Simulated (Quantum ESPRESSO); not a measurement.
## MoS2 under changes of volume

One of the cells (18.982 Å³/atom); the others are scaled copies at fixed shape and fractional positions:

```
Mo S
1.0
     3.22746    0.00000    0.00000
    -1.61373    2.79507    0.00000
     0.00000    0.00000    6.31247
Mo S
1 2
Direct
  0.00000 0.00000 0.50000
  0.66667 0.33333 0.74468
  0.33333 0.66667 0.25532
```

Measurements of this composition are mostly on another form, of space group No. 194.

```yaml
Program: Quantum ESPRESSO 7.5
Functional: PBEsol
Potentials_or_basis: PseudoDojo 0.4.1 SR PBEsol standard
Cutoff: 1088 eV
Density_cutoff: 4354 eV
k_mesh: 9 × 9 × 4
Occupations: fermi-dirac, width 0.05 eV
Spin: no spin polarisation
```

```csv
volume (Å³/atom),energy over the lowest point (meV/atom),pressure (GPa),largest force (eV/Å)
17.843,11.07,5.6,1.096
18.222,1.79,2.3,0.712
18.602,0.00,-0.7,0.357
18.982,4.93,-3.4,0.028
19.361,15.87,-5.8,0.276
19.741,32.20,-7.9,0.558
20.120,?,?,?
```

**Question.** What does the run at 20.120 Å³/atom give?

**Answer.** Energy over the lowest point 53.33 meV/atom; pressure -9.8 GPa; largest force 0.820 eV/Å.

Worked out: A Birch-Murnaghan fit of order 3 (a polynomial in V^(-2/3)) to the other rows has its minimum at 18.51 Å³/atom with B0 = V·E''(V) = 142 GPa and B' = 4.4 at fixed shape and positions, which overstates the stiffness. It gives 53.30 meV/atom at 20.120 Å³/atom, against the run's 53.33, and -dE/dV = -9.9 GPa, against -9.8.

Energies are extrapolated to zero smearing.

Caveats: this functional lacks dispersion, which binds the layers, so the pressure and a relaxed spacing across them are unreliable; forces of over 1 eV/Å show positions far from the minimum, so gaps and moduli don't describe the material at rest (some runs).
